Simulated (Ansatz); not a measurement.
# Relaxing Rb in the hcp type

First guess:

```yaml
crystal:
  lattice:
    - [3.62341, 0.00000, 0.00000]
    - [-1.81171, 3.13797, 0.00000]
    - [0.00000, 0.00000, 5.86993]
  atoms:
    - { symbol: Rb, position: [0.33333, 0.66667, 0.25000] }
    - { symbol: Rb, position: [0.66667, 0.33333, 0.75000] }
```

Method: Ansatz 0.2.0, DFT, PBE, PAW with Ansatz's default frozen-core files, scalar-relativistic.

Cell and atoms relax within the symmetry of the start on a 11×11×6 k mesh with 0.03 eV Fermi–Dirac smearing.

The start is built from a prototype, known or not as a phase of this compound; the cutoff is 420 eV.

What is the pressure of the first guess?

14.31 GPa.

What does it relax to?

a = 5.034 Å, b = 5.034 Å, c = 8.337 Å, α = 90.00°, β = 90.00°, γ = 120.00° (conventional cell), 91.50 Å³ per atom:
```
CELL_PARAMETERS angstrom
5.03446 0.00000 0.00000
-2.51723 4.35997 0.00000
0.00000 0.00000 8.33680
ATOMIC_POSITIONS crystal
Rb 0.33333 0.66667 0.25000
Rb 0.66667 0.33333 0.75000
```

How much energy does the relaxation release?

1313 meV/atom.
